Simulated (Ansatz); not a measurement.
# Ag (Fm-3m) in Ansatz: notebook

The runs below take Ag through single point, equation of state, with B3LYP5.

Program: Ansatz 0.2.0. These are calculated values, not measurements. Logs are shortened: lines on timing, memory, paths and dates and some standing lists are left out, and cuts for length are marked.

### Step 1. Starting point

The structure is cubic, space group Fm-3m (No. 225). Conventional cell: a = 4.085 Å, b = 4.085 Å, c = 4.085 Å, α = 90.00°, β = 90.00°, γ = 90.00°. Around Ag (site symmetry m-3m) lie 12 Ag at 2.89 Å.

### Step 2. Single point, B3LYP5, 16.03 Å³/atom (volume scaled by 0.94)

The input, input.yaml:

```yaml
crystal:
  lattice:
    - [0.0, 2.0010495236, 2.0010495236]
    - [2.0010495236, 0.0, 2.0010495236]
    - [2.0010495236, 2.0010495236, 0.0]
  atoms:
    - { symbol: Ag, position: [0.0, 0.0, 0.0] }
hamiltonian:
  xc: b3lyp5
  pseudopotentials: { kind: paw }
kpoints:
  mp_grid: { grid: [6, 6, 6] }
scf:
  occupations: { method: fermi_dirac, width: 0.05 }
output:
  forces: true
  stress: true
  eigenvalues: true
```

Potentials or basis: Ansatz PAW.

On the command line:

```bash
ansatz run input.yaml --threads 2 --pin off --max-ram 5632MiB --backend cpu --events-out ev --progress --plain --runs-dir out
```

Output:

```text
Warning: output.stress: scf.convergence.dr2_threshold = 1e-7 eV (the SCF's general default) is looser than the 1e-10 eV advised for a printed stress (1e-10 eV for each atom of the cell: 1). What an SCF threshold leaves in a stress goes as its square root, and in the free energy as the threshold itself, and one threshold admits the most on a small cell: of the crystals measured, under no hybrid functional and no lock of the moments, on runs that ended without the residual-converged pass, on stresses that held no estimate of that error, the worst erred by over 100 MPa in a component at 1e-7 eV an atom and by under 5 at 1e-10. Set scf.convergence.dr2_threshold to 1e-10 eV or tighter. The threshold is an SCF's pass mark: one that does not reach it within its budget of iterations ends unconverged, or closes short of it on a stop that the run arms, and scf.convergence.dr2_threshold's page says what that costs each kind of run
Warning: output.stress: scf.exx.energy_threshold = 1e-6 eV is looser than the 1e-8 eV advised for a stress under a hybrid functional (1e-8 eV for each atom of the cell: 1). Every SCF of the exchange loop can meet its threshold on dr2 while the loop round them stops early: no threshold on dr2 bounds what that leaves in the stress. Set scf.exx.energy_threshold to 1e-8 eV or tighter. The threshold is the loop's pass mark: a loop that does not reach it within its budget of cycles ends unconverged, and scf.exx.energy_threshold's page has the law
Warning: RAYON_NUM_THREADS=2 ignored (pool sized by the plan → 2); use --threads N
Engine: ansatz 0.2.0, aarch64-unknown-linux-gnu
Pseudopotentials: kind: paw
Pseudopotential: Ag, paw, valence charge 19, recommended cutoff 420 eV (normal), Ag.paw.azcp
Functional definition: B3LYP5
  parameter a0 = 0.2
  parameter ax = 0.72
  parameter ac = 0.81
  exchange = (1 - a0 - ax)*slater_x + ax*b88_x + a0*exact_x
  correlation = (1 - ac)*vwn5_c + ac*lyp_c
Crystal: 1 atoms, lattice volume = 16.025 Å³
Basis set: ecut = 420 eV, 331 PW (Γ), exchange–correlation on 40×40×40 points (8 copies of the dense FFT grid, shifted against one another)
Bands: 14, of which v1, the nominal top of the filled ones, is band 10 counted from 1 (9 counted from 0)
Symmetry: 48 space group operations
Space group: Fm-3m (ITA 225), of the structure as read, at distance tolerance 2.5e-5 Å
k-points: 16 of 216
Non-local potential: Ag, projectors of the file, l = 0: 3, l = 1: 2, l = 2: 2, l = 3: 1
PAW form: soft (Blöchl's): semilocal exchange-correlation on the pseudo side does not see the compensation charge
PAW frozen core: Ag, regenerated for the run's functional, and the local potential with it (the file was generated under x = pbe(κ = 0.804, μ = 0.2195149727645171), c = pbe(β = 0.06672455060314922))
PAW one-centre angular grid: Ag, 590 points (default); XC on 64 Gauss nodes
Initial density: superposition of atomic densities (neutral atoms: chi_scale 0, normalization atom), corrected by the library's trained network
Initial wavefunctions: pseudopotential atomic-orbital guess
Functional: x = 0.1 slater + 0.9 b88, c = 0.19 vwn5 + 0.81 lyp, warm-up for x = 0.08 slater + 0.72 b88 + 0.2 exact, c = 0.19 vwn5 + 0.81 lyp
SCF iter   1: F=—  HF=-7595.915662 eV  |F-HF|=—  |Δ(HF+E_count)|=         —  Δρ=6.38e-3  dr2=5.22e-3  ethr=1.77e-3  ⟨swp⟩=6.9  Hψ=932  notcnv=0
preconditioner: auto → none  [insulator: Δε(μ)=0.821 eV  Ē_g=17.123 eV  σ=0.050 eV  W_gap=0.63  n_scr=8 (ndim 8)  ℏωp=30.8 eV  f_vac=0.000  D(μ)=1.05/eV (n_scr^D=14)]
SCF iter   2: F=—  HF=-7595.915376 eV  |F-HF|=—  |Δ(HF+E_count)|=   2.86e-4  Δρ=3.33e-3  dr2=6.77e-4  ethr=2.75e-5  ⟨swp⟩=3.1  Hψ=521  notcnv=0
SCF iter   3: F=—  HF=-7595.915350 eV  |F-HF|=—  |Δ(HF+E_count)|=   2.60e-5  Δρ=1.48e-3  dr2=1.79e-4  ethr=3.56e-6  ⟨swp⟩=3.0  Hψ=461  notcnv=0
SCF iter   4: F=—  HF=-7595.915395 eV  |F-HF|=—  |Δ(HF+E_count)|=   4.53e-5  Δρ=5.30e-4  dr2=2.17e-5  ethr=9.42e-7  ⟨swp⟩=2.1  Hψ=381  notcnv=0  defer=1
iter 5 solved again at ethr=3.59e-9 eV; its pass at ethr=1.14e-7 eV (dr2=6.83e-7 eV) is discarded
SCF iter   5: F=—  HF=-7595.915403 eV  |F-HF|=—  |Δ(HF+E_count)|=   7.64e-6  Δρ=9.10e-5  dr2=6.73e-7  ethr=3.59e-9  ⟨swp⟩=2.1  Hψ=773  notcnv=0  defer=1
SCF iter   6: F=—  HF=-7595.915403 eV  |F-HF|=—  |Δ(HF+E_count)|=   2.69e-7  Δρ=8.05e-6  dr2=5.45e-9  ethr=3.54e-9  ⟨swp⟩=3.1  Hψ=429  notcnv=0  defer=1
SCF iter   7: F=-7595.915403 eV  HF=-7595.915403 eV  |F-HF|=2.27e-11  |Δ(HF+E_count)|=   3.11e-9  Δρ=6.98e-7  dr2=1.89e-11  ethr=2.87e-11  ⟨swp⟩=3.1  Hψ=435  notcnv=0
SCF 1 converged in 7 iterations: F = -7595.915403 eV  dr2 = 1.89e-11
Initial density: handed on by an earlier stage of this run
Initial wavefunctions: those handed on with the density
Functional: x = 0.08 slater + 0.72 b88 + 0.2 exact, c = 0.19 vwn5 + 0.81 lyp
Frozen-core exchange: fock
iter 1 solved again at ethr=1.10e-4 eV; its pass at ethr=1.00e-1 eV (dr2=2.09e-2 eV) is discarded
SCF iter   1: F=—  HF=-7598.437844 eV  |F-HF|=—  |Δ(HF+E_count)|=         —  Δρ=1.17e-2  dr2=2.26e-2  ethr=1.10e-4  ⟨swp⟩=3.2  Hψ=929  notcnv=0
preconditioner: auto → none  [insulator: Δε(μ)=1.190 eV  Ē_g=19.518 eV  σ=0.050 eV  W_gap=0.63  n_scr=8 (ndim 8)  ℏωp=30.8 eV  f_vac=0.000  D(μ)=1.04/eV (n_scr^D=14)]
SCF iter   2: F=—  HF=-7598.431219 eV  |F-HF|=—  |Δ(HF+E_count)|=   6.62e-3  Δρ=4.83e-3  dr2=2.05e-3  ethr=1.10e-4  ⟨swp⟩=3.0  Hψ=535  notcnv=0
SCF iter   3: F=—  HF=-7598.430453 eV  |F-HF|=—  |Δ(HF+E_count)|=   7.66e-4  Δρ=1.44e-3  dr2=6.20e-4  ethr=8.78e-6  ⟨swp⟩=3.0  Hψ=465  notcnv=0
SCF iter   4: F=—  HF=-7598.430366 eV  |F-HF|=—  |Δ(HF+E_count)|=   8.66e-5  Δρ=1.09e-4  dr2=4.66e-4  ethr=7.25e-7  ⟨swp⟩=2.0  Hψ=378  notcnv=0
SCF iter   5: F=—  HF=-7598.433337 eV  |F-HF|=—  |Δ(HF+E_count)|=   2.97e-3  Δρ=1.24e-3  dr2=2.61e-4  ethr=5.04e-9  ⟨swp⟩=4.1  Hψ=776  notcnv=0
SCF iter   6: F=—  HF=-7598.433252 eV  |F-HF|=—  |Δ(HF+E_count)|=   8.48e-5  Δρ=4.93e-5  dr2=6.51e-6  ethr=5.04e-9  ⟨swp⟩=4.0  Hψ=691  notcnv=0
SCF iter   7: F=—  HF=-7598.433252 eV  |F-HF|=—  |Δ(HF+E_count)|=   9.70e-8  Δρ=2.14e-6  dr2=5.96e-6  ethr=1.99e-9  ⟨swp⟩=3.0  Hψ=431  notcnv=0
SCF iter   8: F=-7598.433285 eV  HF=-7598.433288 eV  |F-HF|=2.43e-6  |Δ(HF+E_count)|=   3.59e-5  Δρ=1.37e-4  dr2=3.17e-6  ethr=3.89e-12  ⟨swp⟩=4.9  Hψ=866  notcnv=0
SCF 2 stopped early in 8 iterations: F = -7598.433285 eV  dr2 = 3.17e-6
hybrid outer 1: dexx = +3.361e-3 eV, tail = 1.29e-5 eV
Frozen-core exchange: fock
SCF iter   1: F=—  HF=-7598.433277 eV  |F-HF|=—  |Δ(HF+E_count)|=         —  Δρ=8.47e-5  dr2=3.60e-6  ethr=3.40e-7  ⟨swp⟩=3.1  Hψ=496  notcnv=0
preconditioner: auto → none  [insulator: Δε(μ)=1.168 eV  Ē_g=19.413 eV  σ=0.050 eV  W_gap=0.63  n_scr=8 (ndim 8)  ℏωp=30.8 eV  f_vac=0.000  D(μ)=1.04/eV (n_scr^D=14)]
SCF iter   2: F=—  HF=-7598.433277 eV  |F-HF|=—  |Δ(HF+E_count)|=   1.03e-7  Δρ=2.30e-5  dr2=3.24e-6  ethr=2.42e-9  ⟨swp⟩=3.0  Hψ=520  notcnv=0
SCF iter   3: F=—  HF=-7598.433360 eV  |F-HF|=—  |Δ(HF+E_count)|=   8.30e-5  Δρ=7.30e-5  dr2=7.76e-7  ethr=1.24e-10  ⟨swp⟩=4.0  Hψ=635  notcnv=0
SCF iter   4: F=—  HF=-7598.433359 eV  |F-HF|=—  |Δ(HF+E_count)|=   2.41e-7  Δρ=1.46e-5  dr2=3.95e-8  ethr=1.24e-10  ⟨swp⟩=4.0  Hψ=587  notcnv=0
SCF iter   5: F=—  HF=-7598.433359 eV  |F-HF|=—  |Δ(HF+E_count)|=   7.65e-9  Δρ=6.23e-7  dr2=1.55e-8  ethr=1.18e-10  ⟨swp⟩=3.0  Hψ=454  notcnv=0
SCF iter   6: F=-7598.433359 eV  HF=-7598.433359 eV  |F-HF|=3.37e-9  |Δ(HF+E_count)|=   1.41e-7  Δρ=5.74e-6  dr2=4.63e-9  ethr=1.00e-12  ⟨swp⟩=4.0  Hψ=619  notcnv=0
SCF 3 converged in 6 iterations: F = -7598.433359 eV  dr2 = 4.63e-9
  Residual-converged pass: ⟨swp⟩=1.1  Hψ=225  notcnv=0  max |occ|·‖R‖ = 2.4e-6 eV (tolerance 2.4e-6 eV)  dr2=4.63e-9  dr2_onsite=4.79e-10  max |Δocc| = 4.4e-16
hybrid outer 2: dexx = +1.095e-7 eV, tail = 1.39e-8 eV, Δε = 3.98e-3 eV (about 1.67e-4 eV left of the loop's levels)
hybrid SCF converged: 2 outer / 14 inner (+7 warm-up), last move |dexx| = 1.10e-7 eV, tail = 1.39e-8 eV
Stability not checked: this state was not tested for a lower state beside it, because the functional holds exact exchange (a hybrid, or Hartree-Fock), whose exchange loop this test does not read (fock_operator; see scf.lower_state_search)
Free energy (F): -7598.433359 eV
Frozen-core exchange: fock
Harris-Foulkes:  -7598.433359 eV  (|F-HF|=3.37e-9)
Internal energy: -7598.426001 eV  (E = F + TS)
E sigma→0 (E₀):  -7598.429680 eV
Entropy (-TS):   -0.007359 eV (-7.359 meV/atom)
Fermi energy:    18.820643 eV
--- Per-component energies (eV) ---
  E_band       = -248.705584
  E_kinetic    = 530.952710
  E_local      = -2103.083987  (includes V_loc(G=0)·N_el)
  E_nonlocal   = 79.718548
  E_hartree    = 968.764636
  E_xc         = -150.159134
  E_vxc        = -190.103290  (∫ρ·V_xc dr)
  E_exx        = -70.253654  (= α·E_x^exact, valence–valence)
  E_paw        = -3876.410170  (= ΣΔE_a)
  E_vpaw       = -363.208281  (= ΣTr[D̂ρ^β])
  E_aug_tail   = 0.000269  (compensation charges beyond the density's cutoff)
  E_ewald      = -2977.607493
  E_core_change = -0.347725  (= ΣΔE_core)
  E_smearing   = -0.007359  (= −TS)
  E_closure    = 0.000000  (closes the sum)
  Σ components = -7598.433359   (vs F -7598.433359, Δ=0.00e0)
--- Forces (eV/Å), atoms counted from 1 ---
  atom   1  Ag    -0.00000000     0.00000000    -0.00000000
  max |Σ_I F_I| component: 5.75e-32 eV/Å
--- Stress (GPa, compression-positive) ---
       20.296804       0.000000       0.000000
       -0.000000      20.296804       0.000000
        0.000000      -0.000000      20.296804
  P = ⅓ Tr σ = 20.2968 GPa (202.968 kbar)
--- Band table (eV; the first three rows and the last of 16) ---
  k-point 0: bands = ["-77.4834", "-39.7714", "-39.7714", "-39.7714", "9.7835", "12.5548", "12.5548", "12.5548", "13.7480", "13.7480", "36.3205", "40.2458", "40.2458", "40.2458"]
  k-point 1: bands = ["-77.4768", "-39.8302", "-39.7806", "-39.7806", "10.6837", "12.4929", "12.7630", "12.7630", "13.7247", "13.7247", "35.0697", "37.3629", "40.7664", "40.7664"]
  k-point 2: bands = ["-77.4639", "-39.9485", "-39.7994", "-39.7994", "11.0484", "12.6787", "12.6787", "14.2912", "14.2912", "14.8718", "28.4901", "36.3979", "40.0136", "40.0136"]
  k-point 15: bands = ["-77.4489", "-39.9647", "-39.8983", "-39.8659", "11.2913", "11.4959", "13.3618", "14.0746", "15.0365", "23.9590", "27.3873", "28.4307", "29.2078", "41.1143"]
```

Wall time 9.2 s (2 threads of Arm Neoverse N1, shared host); peak memory 0.53 GiB.

Results:

```
Free energy            : -7598.4334 eV
Pressure               : 20.3 GPa
Band gap on the k mesh : none (metal or under the smearing width)
```

Caveat: the k mesh is coarse (spacing up to 0.45 Å⁻¹), so the values aren't converged, least of all with exact exchange; the PAW data sets come from PBE, with cores solved anew for the run's functional, which leaves a small shift of forces and pressure; the thresholds are loose for stress.

### Step 3. Single point, B3LYP5, 16.37 Å³/atom (volume scaled by 0.96)

input.yaml: that of step 2 with these lines changed.

```diff
@@ -2,5 +2,5 @@
   lattice:
-    - [0.0, 2.0010495236, 2.0010495236]
-    - [2.0010495236, 0.0, 2.0010495236]
-    - [2.0010495236, 2.0010495236, 0.0]
+    - [0.0, 2.0151418859, 2.0151418859]
+    - [2.0151418859, 0.0, 2.0151418859]
+    - [2.0151418859, 2.0151418859, 0.0]
   atoms:
```

Potentials or basis: Ansatz PAW.

On the command line:

```bash
ansatz run input.yaml --threads 2 --pin off --max-ram 5632MiB --backend cpu --events-out ev --progress --plain --runs-dir out
```

It took 9.5 s on 2 threads of Arm Neoverse N1, shared host; peak memory 0.53 GiB.

The run converged. Its results:

```
Free energy            : -7598.4727 eV
Pressure               : 16.8 GPa
Band gap on the k mesh : none (metal or under the smearing width)
```

Caveat: the k mesh is coarse (spacing up to 0.45 Å⁻¹), so the values aren't converged, least of all with exact exchange; the PAW data sets come from PBE, with cores solved anew for the run's functional, which leaves a small shift of forces and pressure; the thresholds are loose for stress.

### Step 4. Single point, B3LYP5, 16.71 Å³/atom (volume scaled by 0.98)

input.yaml: that of step 3 with these lines changed.

```diff
@@ -2,5 +2,5 @@
   lattice:
-    - [0.0, 2.0151418859, 2.0151418859]
-    - [2.0151418859, 0.0, 2.0151418859]
-    - [2.0151418859, 2.0151418859, 0.0]
+    - [0.0, 2.0290398554, 2.0290398554]
+    - [2.0290398554, 0.0, 2.0290398554]
+    - [2.0290398554, 2.0290398554, 0.0]
   atoms:
```

On the command line:

```bash
ansatz run input.yaml --threads 2 --pin off --max-ram 5632MiB --backend cpu --events-out ev --progress --plain --runs-dir out
```

Wall time 9 s (2 threads of Arm Neoverse N1, shared host); peak memory 0.53 GiB.

The run converged. Its results:

- Free energy: -7598.5051 eV
- Pressure: 13.7 GPa
- Band gap on the k mesh: none (metal or under the smearing width)

Caveat: the k mesh is coarse (spacing up to 0.45 Å⁻¹), so the values aren't converged, least of all with exact exchange; the PAW data sets come from PBE, with cores solved anew for the run's functional, which leaves a small shift of forces and pressure; the thresholds are loose for stress.

### Step 5. Single point, B3LYP5, 17.05 Å³/atom

The input, input.yaml:

```yaml
crystal:
  lattice:
    - [0.0, 2.04275, 2.04275]
    - [2.04275, 0.0, 2.04275]
    - [2.04275, 2.04275, 0.0]
  atoms:
    - { symbol: Ag, position: [0.0, 0.0, 0.0] }
hamiltonian:
  xc: b3lyp5
  pseudopotentials: { kind: paw }
kpoints:
  mp_grid: { grid: [6, 6, 6] }
scf:
  occupations: { method: fermi_dirac, width: 0.05 }
output:
  forces: true
  stress: true
  eigenvalues: true
  write_density: true
  write_potential: true
  elf: true
  volumetric_format: npy
```

On the command line:

```bash
ansatz run input.yaml --threads 2 --pin off --max-ram 5632MiB --backend cpu --events-out ev --progress --plain --runs-dir out
```

Run time: 12 s. Hardware: 2 threads of Arm Neoverse N1, shared host; peak memory 0.56 GiB.

The run converged. Its results:

```
Free energy            : -7598.5340 eV
Pressure               : 12.1 GPa
Band gap on the k mesh : none (metal or under the smearing width)
```

Caveat: the k mesh is coarse (spacing up to 0.44 Å⁻¹), so the values aren't converged, least of all with exact exchange; the PAW data sets come from PBE, with cores solved anew for the run's functional, which leaves a small shift of forces and pressure; the thresholds are loose for stress.

### Step 6. Single point, B3LYP5, 17.39 Å³/atom (volume scaled by 1.02)

The input, input.yaml:

```yaml
crystal:
  lattice:
    - [0.0, 2.05627854, 2.05627854]
    - [2.05627854, 0.0, 2.05627854]
    - [2.05627854, 2.05627854, 0.0]
  atoms:
    - { symbol: Ag, position: [0.0, 0.0, 0.0] }
hamiltonian:
  xc: b3lyp5
  pseudopotentials: { kind: paw }
kpoints:
  mp_grid: { grid: [6, 6, 6] }
scf:
  occupations: { method: fermi_dirac, width: 0.05 }
output:
  forces: true
  stress: true
  eigenvalues: true
```

Potentials or basis: Ansatz PAW.

On the command line:

```bash
ansatz run input.yaml --threads 2 --pin off --max-ram 5632MiB --backend cpu --events-out ev --progress --plain --runs-dir out
```

Wall time 11 s (2 threads of Arm Neoverse N1, shared host); peak memory 0.58 GiB.

Results (log left out):

```
Free energy            : -7598.5571 eV
Pressure               : 9.6 GPa
Band gap on the k mesh : none (metal or under the smearing width)
```

Caveat: the k mesh is coarse (spacing up to 0.44 Å⁻¹), so the values aren't converged, least of all with exact exchange; the PAW data sets come from PBE, with cores solved anew for the run's functional, which leaves a small shift of forces and pressure; the thresholds are loose for stress.

### Step 7. Single point, B3LYP5, 17.73 Å³/atom (volume scaled by 1.04)

input.yaml: that of step 6 with these lines changed.

```diff
@@ -2,5 +2,5 @@
   lattice:
-    - [0.0, 2.05627854, 2.05627854]
-    - [2.05627854, 0.0, 2.05627854]
-    - [2.05627854, 2.05627854, 0.0]
+    - [0.0, 2.0696313722, 2.0696313722]
+    - [2.0696313722, 0.0, 2.0696313722]
+    - [2.0696313722, 2.0696313722, 0.0]
   atoms:
```

On the command line:

```bash
ansatz run input.yaml --threads 2 --pin off --max-ram 5632MiB --backend cpu --events-out ev --progress --plain --runs-dir out
```

It took 9.6 s on 2 threads of Arm Neoverse N1, shared host; peak memory 0.57 GiB.

The run converged. Its results:

| Quantity | Value |
| --- | --- |
| Free energy | -7598.5752 eV |
| Pressure | 7.4 GPa |
| Band gap on the k mesh | none (metal or under the smearing width) |

Caveat: the k mesh is coarse (spacing up to 0.44 Å⁻¹), so the values aren't converged, least of all with exact exchange; the PAW data sets come from PBE, with cores solved anew for the run's functional, which leaves a small shift of forces and pressure; the thresholds are loose for stress.

### Step 8. Single point, B3LYP5, 18.07 Å³/atom (volume scaled by 1.06)

input.yaml: that of step 7 with these lines changed.

```diff
@@ -2,5 +2,5 @@
   lattice:
-    - [0.0, 2.0696313722, 2.0696313722]
-    - [2.0696313722, 0.0, 2.0696313722]
-    - [2.0696313722, 2.0696313722, 0.0]
+    - [0.0, 2.082814093, 2.082814093]
+    - [2.082814093, 0.0, 2.082814093]
+    - [2.082814093, 2.082814093, 0.0]
   atoms:
```

On the command line:

```bash
ansatz run input.yaml --threads 2 --pin off --max-ram 5632MiB --backend cpu --events-out ev --progress --plain --runs-dir out
```

It took 9.5 s on 2 threads of Arm Neoverse N1, shared host; peak memory 0.59 GiB.

Results (log left out):

```yaml
Free_energy: -7598.5888 eV
Pressure: 5.4 GPa
Band_gap_on_the_k_mesh: none (metal or under the smearing width)
```

Caveat: the k mesh is coarse (spacing up to 0.44 Å⁻¹), so the values aren't converged, least of all with exact exchange; the PAW data sets come from PBE, with cores solved anew for the run's functional, which leaves a small shift of forces and pressure; the thresholds are loose for stress.

### Step 9. Equation of state, B3LYP5

Potentials or basis: Ansatz PAW.

This step only gathers the single runs of the series.

What came out:

| Property | Result |
| --- | --- |
| Equilibrium volume | 18.96 Å³/atom (rough: see the caveat) |
| Bulk modulus | 106 GPa (rough) |

Energy against volume, from the lowest point:
```tsv
volume (Å³/atom)	energy (meV/atom)
16.025	155.40
16.366	116.02
16.707	83.71
17.048	54.75
17.389	31.63
17.730	13.60
18.071	0.00
```

Caveat: the k mesh is coarse (spacing up to 0.44 Å⁻¹), so the values aren't converged, least of all with exact exchange; the potentials were made for another functional, which shifts forces and pressure; the fit is doubtful: noisy points or a state that changes with volume; the minimum lies outside the volumes run.
